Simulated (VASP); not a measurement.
**ZnS: relaxation of cell and atoms with PBE**

Crystal: ZnS.

```
Zn S
1.0
     0.00000    2.72380    2.72380
     2.72380    0.00000    2.72380
     2.72380    2.72380    0.00000
Zn S
1 1
Direct
  0.25000 0.25000 0.25000
  0.00000 0.00000 0.00000
```

```
Program                : VASP 6.6.1
Task                   : relaxation of cell and atoms
Functional             : PBE
Potentials or basis    : VASP PAW PBE potentials, release 64 (Zn, S)
Cutoff                 : 520 eV
k mesh                 : 6 × 6 × 6
Occupations            : gaussian, width 0.02 eV
Spin                   : no spin polarisation
Further INCAR settings : ALGO = Normal; EDIFF = 1e-07; IBRION = 2; EDIFFG = -0.002; NSW = 80; ISIF = 3
```

* Pressure after relaxing: 0.0 GPa
* Band gap on the k mesh: 2.01 eV, direct

Final structure:
```
CELL_PARAMETERS angstrom
0.00000 2.72380 2.72380
2.72380 0.00000 2.72380
2.72380 2.72380 0.00000
ATOMIC_POSITIONS crystal
Zn 0.25000 0.25000 0.25000
S 0.00000 0.00000 0.00000
```

Levels at points of the mesh, in eV from the valence-band top:
```
           k point  band 5  band 6  band 7  band 8  band 9  band 10  band 11  band 12  band 13
(0.00, 0.00, 0.00)   -5.78   -5.78    0.00    0.00    0.00     2.01     6.41     6.41     6.41
(0.50, 0.00, 0.00)   -5.75   -5.58   -5.13   -0.83   -0.83     3.26     6.94     6.94     8.78
(0.50, 0.50, 0.00)   -5.71   -5.57   -4.47   -2.13   -2.13     3.46     4.07    10.81    11.80
```

Wall time 14 s on 1 thread of Intel(R) Xeon(R) Platinum 8259CL CPU @ 2.50GHz (Skylake/Cascade Lake), on a shared host, peak memory 0.16 GiB.

Caveat: the relaxation stopped at its first step, so nothing moved. Expect the measured gap to be larger: semilocal functionals such as PBE lack the derivative discontinuity.
